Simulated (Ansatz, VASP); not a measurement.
# Cross-check of LiF (Griceite) between VASP and Ansatz

Wanted: the spread between two codes on one cell, functional and k mesh. The cell is taken from a series of VASP runs on this material, whose earlier steps may have relaxed, scaled or displaced it; both programs get it as it stands.

Program: Ansatz 0.2.0. Level of theory: plane waves, with VASP 6.6.1 beside it; relaxation of cell and atoms at PBE and relaxation of cell and atoms at HSE06. Results are calculated unless marked as measured.

### Step 1. Starting point

Symmetry: Fm-3m, No. 225, cubic system. The conventional cell has a = 4.068 Å, b = 4.068 Å, c = 4.068 Å, α = 90.00°, β = 90.00°, γ = 90.00°. F has 6 Li at 2.03 Å nearest. Nearest to Li lie 6 F at 2.03 Å. Farther neighbours and most contacts between anions are not listed.

### Step 2. Ansatz: relaxation of cell and atoms, PBE

Ansatz runs on its default PAW (the set named soft_2) files.

The relaxed volume is the usual yardstick between codes: its relative difference is about their pressure difference at one cell divided by the bulk modulus.

input.yaml reads:

```yaml
crystal:
  lattice:
    - [0.0, 2.033941891, 2.033941891]
    - [2.033941891, 0.0, 2.033941891]
    - [2.033941891, 2.033941891, 0.0]
  atoms:
    - { symbol: F, position: [0.5, 0.5, 0.5] }
    - { symbol: Li, position: [0.0, 0.0, 0.0] }
hamiltonian:
  xc: pbe
  pseudopotentials: { kind: paw }
kpoints:
  mp_grid: { grid: [10, 10, 10] }
scf:
  occupations: { method: gaussian, width: 0.03 }
relax:
  f_tol: 0.01
  max_steps: 60
  cell: { stress_tol: 0.05 }
output:
  forces: true
  stress: true
  write_density: true
  write_potential: true
  elf: true
  volumetric_format: npy
```

On the command line:

```console
ansatz run input.yaml --threads 4 --pin off --max-ram 9216MiB --backend cpu --events-out ev --progress --plain --runs-dir out
```

Numbers of over 12 decimals in the logs are rounded to 6 here.

What it wrote:

```text
Engine: ansatz 0.2.0, aarch64-unknown-linux-gnu
Pseudopotentials: kind: paw
Pseudopotential: F, paw, valence charge 7, recommended cutoff 420 eV (normal), F.paw.azcp
Pseudopotential: Li, paw, valence charge 3, recommended cutoff 420 eV (normal), Li.paw.azcp
Functional definition: PBE
  parameter kappa = 0.804
  parameter beta = 0.066725
  exchange = pbe_x(kappa = kappa, mu = beta*pi^2/3)
  correlation = pbe_c(beta = beta)
Crystal: 2 atoms, lattice volume = 16.829 Å³
Basis set: ecut = 420 eV, 331 PW (Γ), exchange–correlation on 40×40×40 points (8 copies of the dense FFT grid, shifted against one another)
Bands: 9, of which v1, the nominal top of the filled ones, is band 5 counted from 1 (4 counted from 0)
Symmetry: 48 space group operations
Space group: Fm-3m (ITA 225), of the structure as read, at distance tolerance 2.6e-5 Å
k-points: 47 of 1000
Non-local potential: F, projectors of the file, l = 0: 2, l = 1: 2, l = 2: 1
Non-local potential: Li, projectors of the file, l = 0: 3, l = 1: 2, l = 2: 1
PAW form: soft (Blöchl's): semilocal exchange-correlation on the pseudo side does not see the compensation charge
PAW one-centre angular grid: F, 110 points (default); XC on 64 Gauss nodes
PAW one-centre angular grid: Li, 110 points (default); XC on 64 Gauss nodes
Initial density: superposition of atomic densities (neutral atoms: chi_scale 0, normalization atom), corrected by the library's trained network
Initial wavefunctions: pseudopotential atomic-orbital guess
Functional: x = pbe(κ = 0.804, μ = 0.219515), c = pbe(β = 0.066725)
SCF iter   1: F=—  HF=-1016.170882 eV  |F-HF|=—  |Δ(HF+E_count)|=         —  Δρ=7.93e-4  dr2=4.92e-5  ethr=1.77e-3  ⟨swp⟩=5.7  Hψ=2630  notcnv=0
preconditioner: auto → none  [insulator: Δε(μ)=8.822 eV  Ē_g=22.364 eV  σ=0.030 eV  W_gap=1.00  n_scr=0 (ndim 8)  ℏωp=25.6 eV  f_vac=0.000  D(μ)=0.00/eV (n_scr^D=0)  ε∞_Penn≈2.3]
SCF iter   2: F=—  HF=-1016.170865 eV  |F-HF|=—  |Δ(HF+E_count)|=   1.73e-5  Δρ=1.07e-3  dr2=1.17e-4  ethr=4.92e-7  ⟨swp⟩=2.0  Hψ=955  notcnv=0
SCF iter   3: F=—  HF=-1016.170848 eV  |F-HF|=—  |Δ(HF+E_count)|=   1.72e-5  Δρ=4.73e-4  dr2=2.21e-5  ethr=4.92e-7  ⟨swp⟩=2.4  Hψ=586  notcnv=0
SCF iter   4: F=—  HF=-1016.170867 eV  |F-HF|=—  |Δ(HF+E_count)|=   1.95e-5  Δρ=2.45e-4  dr2=6.35e-6  ethr=2.21e-7  ⟨swp⟩=2.0  Hψ=602  notcnv=0
SCF iter   5: F=—  HF=-1016.170866 eV  |F-HF|=—  |Δ(HF+E_count)|=   9.79e-7  Δρ=1.34e-4  dr2=1.99e-6  ethr=6.35e-8  ⟨swp⟩=1.0  Hψ=423  notcnv=0
SCF iter   6: F=—  HF=-1016.170866 eV  |F-HF|=—  |Δ(HF+E_count)|=   4.79e-7  Δρ=5.37e-5  dr2=3.27e-7  ethr=1.99e-8  ⟨swp⟩=1.7  Hψ=505  notcnv=0
SCF iter   7: F=-1016.170866 eV  HF=-1016.170866 eV  |F-HF|=1.18e-8  |Δ(HF+E_count)|=   9.53e-8  Δρ=1.09e-5  dr2=1.37e-8  ethr=1.00e-9  ⟨swp⟩=4.3  Hψ=1912  notcnv=0
SCF 1 converged in 7 iterations: F = -1016.170866 eV  dr2 = 1.37e-8
  greatest PAW one-centre occupation: 1.000 electrons in one spin orbital (limit 2), on the Li atom at site 1 (counted from 0), in its partial waves of l = 0
relax step   1: F+E_penalty+E_count = -1016.17086576 eV  Δ(F+E_penalty+E_count) = +0.000e0 eV  max|allowed force component| = 1.854e-29 eV/Å  Δτ_max = 0.0000 Å  P = +0.006 GPa  Ω = 16.829 Å³  (7 SCF iters, dr2 threshold 1.00e-7 eV, accepted)
Initial density: handed on by an earlier stage of this run
Initial wavefunctions: pseudopotential atomic-orbital guess (no wavefunctions were taken with the density)
iter 1 solved again at ethr=7.72e-7 eV; its pass at ethr=3.10e-3 eV (dr2=7.72e-5 eV) is discarded
SCF iter   1: F=—  HF=-1016.170790 eV  |F-HF|=—  |Δ(HF+E_count)|=         —  Δρ=5.07e-6  dr2=1.33e-9  ethr=7.72e-7  ⟨swp⟩=2.2  Hψ=3597  notcnv=0
eigensolver tolerance schedule: the retry pair's looser diagonalisation over-reported the residual by 58178.37 of it (diagonalisation noise at an unbounded share of the residual, at the tolerance the schedule requests for it); recorded, not acted on — ethr = c·dr2/N_el stays at c = 1.0e-1
preconditioner: auto → none  [insulator: Δε(μ)=8.831 eV  Ē_g=22.371 eV  σ=0.030 eV  W_gap=1.00  n_scr=0 (ndim 8)  ℏωp=25.6 eV  f_vac=0.000  D(μ)=0.00/eV (n_scr^D=0)  ε∞_Penn≈2.3]
SCF iter   2: F=—  HF=-1016.170866 eV  |F-HF|=—  |Δ(HF+E_count)|=   7.55e-5  Δρ=1.37e-5  dr2=2.11e-8  ethr=1.33e-11  ⟨swp⟩=3.4  Hψ=888  notcnv=0
SCF iter   3: F=—  HF=-1016.170866 eV  |F-HF|=—  |Δ(HF+E_count)|=   4.32e-9  Δρ=7.33e-6  dr2=6.44e-9  ethr=1.33e-11  ⟨swp⟩=2.0  Hψ=611  notcnv=0
SCF iter   4: F=—  HF=-1016.170866 eV  |F-HF|=—  |Δ(HF+E_count)|=   1.09e-9  Δρ=3.25e-6  dr2=1.22e-9  ethr=1.33e-11  ⟨swp⟩=2.3  Hψ=594  notcnv=0
SCF iter   5: F=—  HF=-1016.170866 eV  |F-HF|=—  |Δ(HF+E_count)|=  3.87e-11  Δρ=1.06e-6  dr2=1.21e-10  ethr=1.22e-11  ⟨swp⟩=2.0  Hψ=573  notcnv=0
SCF iter   6: F=-1016.170866 eV  HF=-1016.170866 eV  |F-HF|=1.06e-11  |Δ(HF+E_count)|=  5.68e-12  Δρ=4.25e-7  dr2=1.95e-11  ethr=1.00e-12  ⟨swp⟩=3.1  Hψ=1551  notcnv=0
SCF 2 converged in 6 iterations: F = -1016.170866 eV  dr2 = 1.95e-11
relax step   2: F+E_penalty+E_count = -1016.17086577 eV  Δ(F+E_penalty+E_count) = -7.537e-9 eV  max|allowed force component| = 1.381e-29 eV/Å  Δτ_max = 0.0000 Å  P = +0.007 GPa  Ω = 16.829 Å³  stress off target by 7.16e-3 GPa  SCF on the basis re-selected at this cell (its energy is not comparable with the rows above)  (6 SCF iters)
basis re-selected at this cell: Δ(F+E_penalty+E_count) = -7.537e-9 eV, ΔP = +0.001 GPa vs the last step (what re-selecting the basis moved, of the pressure what is left beyond the Pulay correction that the steps carried, after the strain that the cell walked since its last selection, with what the two solves' SCF thresholds leave and, on support functions, any second-order correction that the steps lacked; it is no m [...]
SCF converged after 6 iterations
Free energy (F): -1016.170866 eV
Harris-Foulkes:  -1016.170866 eV  (|F-HF|=1.06e-11)
Internal energy: -1016.170866 eV  (E = F + TS)
E sigma→0 (E₀):  -1016.170866 eV
Fermi energy:    5.179778 eV
--- Per-component energies (eV) ---
  E_band       = -119.802002
  E_kinetic    = 230.226665
  E_local      = -649.456113  (includes V_loc(G=0)·N_el)
  E_nonlocal   = 40.323832
  E_hartree    = 227.889200
  E_xc         = -91.735625
  E_vxc        = -117.662356  (∫ρ·V_xc dr)
  E_paw        = -221.753785  (= ΣΔE_a)
  E_vpaw       = -79.014555  (= ΣTr[D̂ρ^β])
  E_aug_tail   = 0.002240  (compensation charges beyond the density's cutoff)
  E_ewald      = -551.667279
  E_smearing   = -0.000000  (= −TS)
  E_closure    = 0.000000  (closes the sum)
  Σ components = -1016.170866   (vs F -1016.170866, Δ=0.00e0)
--- Forces (eV/Å), atoms counted from 1 ---
  atom   1  F      0.00000000    -0.00000000    -0.00000000
  atom   2  Li    -0.00000000     0.00000000     0.00000000
  max |Σ_I F_I| component: 2.71e-29 eV/Å
--- Stress (GPa, compression-positive) ---
        0.007165       0.000000      -0.000000
        0.000000       0.007165      -0.000000
        0.000000      -0.000000       0.007165
  P = ⅓ Tr σ = 0.0072 GPa (0.072 kbar)
--- Band table (eV; the first three rows and the last of 47) ---
  k-point 0: bands = ["-40.1946", "-19.1242", "0.7642", "0.7642", "0.7642", "9.5952", "24.3306", "24.3306", "24.3306"]
  k-point 1: bands = ["-40.1897", "-19.0875", "0.4853", "0.7424", "0.7424", "9.8889", "21.7733", "23.1465", "23.1465"]
  k-point 2: bands = ["-40.1769", "-18.9889", "-0.1808", "0.6869", "0.6869", "10.5521", "19.3335", "21.6953", "21.6953"]
  k-point 46: bands = ["-40.1292", "-18.4926", "-1.5057", "-0.9161", "-0.0206", "15.4570", "15.8092", "17.9216", "19.7243"]
--- Relaxed structure (1 steps of the walk, 1 accepted, 1 SCFs on fresh bases) ---
  F+E_penalty+E_count = -1016.17086577 eV   max|allowed force component| = 1.381e-29 eV/Å   (the final SCF, on the basis selected at the relaxed cell)
  cell:  # Å, volume = 16.8285 Å³
    - [0.0, 2.033941891, 2.033941891]
    - [2.033941891, 0.0, 2.033941891]
    - [2.033941891, 2.033941891, 0.0]
  atoms:
    - { symbol: F, position: [0.5, 0.5, 0.5] }
    - { symbol: Li, position: [0.0, 0.0, 0.0] }
```

Wall time 0.46 s (4 threads of Arm Neoverse V2, shared host); peak memory 0.27 GiB; 1.3 s of CPU time.

### Step 3. VASP: relaxation of cell and atoms, PBE

The same cell, functional, mesh and smearing now go to VASP, with its own data sets and cutoff.

Lines of VASP's logs that name or quote its potential files are left out, and so is its time.

INCAR reads:

```
SYSTEM = LiF
PREC = Accurate
ENCUT = 650
EDIFF = 1E-06
NELM = 100
ISMEAR = 0
SIGMA = 0.03
LREAL = .FALSE.
ALGO = Normal
GGA = PE
NBANDS = 11
LORBIT = 11
LWAVE = .FALSE.
LCHARG = .FALSE.
KPAR = 4
IBRION = 2
NSW = 50
ISIF = 3
EDIFFG = -0.006
```

POSCAR reads:

```
LiF
1.0
    0.0000000000      2.0339418910      2.0339418910
    2.0339418910      0.0000000000      2.0339418910
    2.0339418910      2.0339418910      0.0000000000
F Li
1 1
Direct
    0.5000000000      0.5000000000      0.5000000000
    0.0000000000      0.0000000000      0.0000000000
```

KPOINTS reads:

```
Automatic mesh
0
Gamma
10 10 10
0 0 0
```

Potentials, in the order of the species: F and Li_sv (PBE family, release 64).

On the command line:

```console
mpirun -np 4 vasp_std
```

What it wrote:

```text
[banner, memory and clock lines left out]
running    4 mpi-ranks, on    1 nodes
 distrk:  each k-point on    1 cores,    4 groups
 distr:  one band on    1 cores,    1 groups

 POSCAR found type information on POSCAR F Li
 POSCAR found :  2 types and       2 ions
 LDA part: xc-table for (Slater+PW92), standard interpolation
 POSCAR, INCAR and KPOINTS ok, starting setup
 FFT: planning ... GRIDC
 FFT: planning ... GRID_SOFT
 FFT: planning ... GRID
 WAVECAR not read
 entering main loop
       N       E                     dE             d eps       ncg     rms          rms(c)
DAV:   1     0.375054356993E+02    0.37505E+02   -0.63339E+03  1082   0.108E+03
DAV:   2    -0.878020038633E+01   -0.46286E+02   -0.44618E+02  1188   0.210E+02
DAV:   3    -0.101407859962E+02   -0.13606E+01   -0.13564E+01  1366   0.326E+01
DAV:   4    -0.101542290050E+02   -0.13443E-01   -0.13440E-01  1230   0.347E+00
DAV:   5    -0.101543876357E+02   -0.15863E-03   -0.15863E-03  1409   0.256E-01    0.454E+00
DAV:   6    -0.963461047547E+01    0.51978E+00   -0.26353E+00  1175   0.107E+01    0.143E+00
DAV:   7    -0.963821324234E+01   -0.36028E-02   -0.18240E-02  1368   0.132E+00    0.875E-01
DAV:   8    -0.964466975320E+01   -0.64565E-02   -0.16395E-02  1353   0.149E+00    0.116E-01
DAV:   9    -0.964469265368E+01   -0.22900E-04   -0.94361E-04  1256   0.303E-01    0.458E-02
DAV:  10    -0.964478520965E+01   -0.92556E-04   -0.15829E-04  1180   0.107E-01    0.144E-02
DAV:  11    -0.964478886813E+01   -0.36585E-05   -0.51658E-06  1380   0.244E-02    0.194E-03
DAV:  12    -0.964478930620E+01   -0.43807E-06   -0.54742E-07  1186   0.696E-03
   1 F= -.96447893E+01 E0= -.96447893E+01  d E =-.964479E+01
 curvature:   0.00 expect dE= 0.000E+00 dE for cont linesearch  0.000E+00
 trial: gam= 0.00000 g(F)=  0.145E-59 g(S)=  0.711E-03 ort = 0.000E+00 (trialstep = 0.100E+01)
 search vector abs. value=  0.711E-03
 bond charge predicted
       N       E                     dE             d eps       ncg     rms          rms(c)
DAV:   1    -0.965002184145E+01   -0.52330E-02   -0.88038E-02  1094   0.260E+00    0.565E-01
DAV:   2    -0.964543791053E+01    0.45839E-02   -0.24717E-02  1151   0.110E+00    0.106E-01
DAV:   3    -0.964534258074E+01    0.95330E-04   -0.16514E-04  1321   0.131E-01    0.602E-02
DAV:   4    -0.964530174667E+01    0.40834E-04   -0.51650E-05  1579   0.651E-02    0.441E-03
DAV:   5    -0.964530252871E+01   -0.78204E-06   -0.21867E-06  1157   0.145E-02
   2 F= -.96453025E+01 E0= -.96453025E+01  d E =-.513223E-03
 trial-energy change:   -0.000513  1 .order   -0.000529   -0.000711   -0.000347
 step:   1.9519(harm=  1.9519)  dis= 0.00000  next Energy=    -9.645483 (dE=-0.694E-03)
 bond charge predicted
       N       E                     dE             d eps       ncg     rms          rms(c)
DAV:   1    -0.964972794655E+01   -0.44262E-02   -0.79925E-02  1061   0.248E+00    0.538E-01
DAV:   2    -0.964557335310E+01    0.41546E-02   -0.22266E-02  1136   0.104E+00    0.101E-01
DAV:   3    -0.964548669236E+01    0.86661E-04   -0.14827E-04  1310   0.124E-01    0.574E-02
DAV:   4    -0.964544947990E+01    0.37212E-04   -0.47326E-05  1581   0.622E-02    0.416E-03
DAV:   5    -0.964545022952E+01   -0.74961E-06   -0.19891E-06  1117   0.139E-02
   3 F= -.96454502E+01 E0= -.96454502E+01  d E =-.660923E-03
 curvature:  -0.98 expect dE=-0.561E-07 dE for cont linesearch -0.561E-07
 trial: gam= 0.00000 g(F)=  0.459E-60 g(S)=  0.575E-07 ort =-0.639E-05 (trialstep = 0.119E+01)
 search vector abs. value=  0.576E-07
 reached required accuracy - stopping structural energy minimisation
```

From OUTCAR (step 3):

```text
ion  position               nearest neighbor table
   1  0.500  0.500  0.500-   2 2.03   2 2.03   2 2.03   2 2.03   2 2.03   2 2.03
   2  0.000  0.000  0.000-   1 2.03   1 2.03   1 2.03   1 2.03   1 2.03   1 2.03

  LATTYP: Found a face centered cubic cell.
 ALAT       =     4.0678837820

 Subroutine GETGRP returns: Found 48 space group operations
 (whereof 48 operations were pure point group operations)

The static configuration has the point symmetry O_h .

 Found     47 irreducible k-points:

   k-points           NKPTS =     47   k-points in BZ     NKDIM =     47   number of bands    NBANDS=     11

   dimension x,y,z NGX =    24 NGY =   24 NGZ =   24
   dimension x,y,z NGXF=    48 NGYF=   48 NGZF=   48

   ENCUT  =  650.0 eV  47.77 Ry    6.91 a.u.   5.98  5.98  5.98*2*pi/ulx,y,z

   NELECT =      10.0000    total number of electrons

 k-points in reciprocal lattice and weights: Automatic mesh
   0.00000000  0.00000000  0.00000000       0.001
   0.10000000  0.00000000  0.00000000       0.008
   0.20000000  0.00000000  0.00000000       0.008
   0.30000000  0.00000000  0.00000000       0.008
   0.40000000  0.00000000  0.00000000       0.008
   0.50000000  0.00000000  0.00000000       0.004
   0.10000000  0.10000000  0.00000000       0.006
   0.20000000  0.10000000  0.00000000       0.024
   0.30000000  0.10000000  0.00000000       0.024
[...]
-0.30000000  0.40000000  0.20000000       0.024
  -0.30000000  0.50000000  0.20000000       0.012

 average (electrostatic) potential at core
       1 -76.8531       2 -61.0949

 E-fermi :  -0.8901

 k-point     1 :       0.0000    0.0000    0.0000
  band No.  band energies     occupation
      1     -42.0650      2.00000
      2     -21.0491      2.00000
      3      -1.1183      2.00000
      4      -1.1183      2.00000
      5      -1.1183      2.00000
      6       7.8311      0.00000
      7      22.6470      0.00000
      8      22.6470      0.00000
      9      22.6470      0.00000
     10      23.0569      0.00000
    ...

 k-point     2 :       0.1000    0.0000    0.0000
  band No.  band energies     occupation
      1     -42.0598      2.00000
      2     -21.0113      2.00000
      3      -1.4021      2.00000
      4      -1.1410      2.00000
      5      -1.1410      2.00000
      6       8.1227      0.00000
      7      20.0160      0.00000
      8      21.4228      0.00000
      9      21.4228      0.00000
     10      24.0807      0.00000
    ...

 k-point     3 :       0.2000    0.0000    0.0000
  band No.  band energies     occupation
      1     -42.0462      2.00000
      2     -20.9098      2.00000
      3      -2.0802      2.00000
      4      -1.1986      2.00000
      5      -1.1986      2.00000
      6       8.7780      0.00000
      7      17.5602      0.00000
      8      19.9499      0.00000
      9      19.9499      0.00000
     10      25.0537      0.00000
    ...

  Total        0.0008911      0.0008911      0.0008911     -0.0000000      0.0000000     -0.0000000
  in kB        0.0860361      0.0860361      0.0860361     -0.0000000      0.0000000     -0.0000000
  external PRESSURE =       0.0860361 kB  Pullay stress =       0.0000000 kB

  energy-cutoff  :      650.00
  volume of cell :       16.59
      direct lattice vectors                 reciprocal lattice vectors
    -0.000000000  2.024447686  2.024447686    -0.246980944  0.246980944  0.246980944
     2.024447686  0.000000000  2.024447686     0.246980944 -0.246980944  0.246980944
     2.024447686  2.024447686 -0.000000000     0.246980944  0.246980944 -0.246980944

 POSITION                                       TOTAL-FORCE (eV/Angst)
 -----------------------------------------------------------------------------------
      2.02445      2.02445      2.02445         0.000000     -0.000000     -0.000000
      0.00000      0.00000     -0.00000        -0.000000      0.000000      0.000000
 -----------------------------------------------------------------------------------
    total drift:                               -0.000000     -0.000000      0.000000

  FREE ENERGIE OF THE ION-ELECTRON SYSTEM (eV)
  ---------------------------------------------------
  free  energy   TOTEN  =        -9.6454502295 eV

  energy  without entropy=       -9.6454502295  energy(sigma->0) =       -9.64545023

 reached required accuracy - stopping structural energy minimisation

 total charge
# of ion       s       p       d       tot
------------------------------------------
    1        1.724   4.411   0.000   6.135
    2        2.016   0.046   0.000   2.062
--------------------------------------------------
tot          3.740   4.457   0.000   8.197

[... 3 further parts left out ...]
```

### Step 4. Differences

Known differences besides the potentials themselves: both relaxations stop at a tolerance, which leaves soft axes loose, and VASP keeps its plane-wave basis; the cutoff is 420 eV in Ansatz and 650 eV in VASP; VASP leaves aspherical gradient terms in its spheres out (LASPH is not set), Ansatz keeps them; Ansatz adds a Pulay correction to the stress that steers its cell, VASP none. Total energies have different zeros and are not compared.

Both answers:

```tsv
quantity	Ansatz	VASP	difference
volume (Å³)	16.83	16.59	+1.41 %
edge a after relaxation, in the typed setting (Å)	2.876	2.863	+0.47 %
```

The walks stopped with 0.01 GPa left in Ansatz and 0.01 GPa in VASP; each walk ends within a tolerance, so the volume difference is uncertain by about these residues over the bulk modulus, most in soft cells.

A further Ansatz single point at VASP's end cell gives 0.98 GPa where VASP has 0.01 GPa.

[end of part 1 of 2]

[Lines on the potential files, build, host, timing and source positions are cut from VASP's logs without a mark.]

[Logs are printed without paths, hosts, clocks, repeated set-up lines and the standing remarks that a program may print on its own settings, such as how far it seeks lower states.]

[Hosts, paths, dates, database ids (printed as entryN), source tags and the programs' standing remarks are cut or masked in the printed files.]
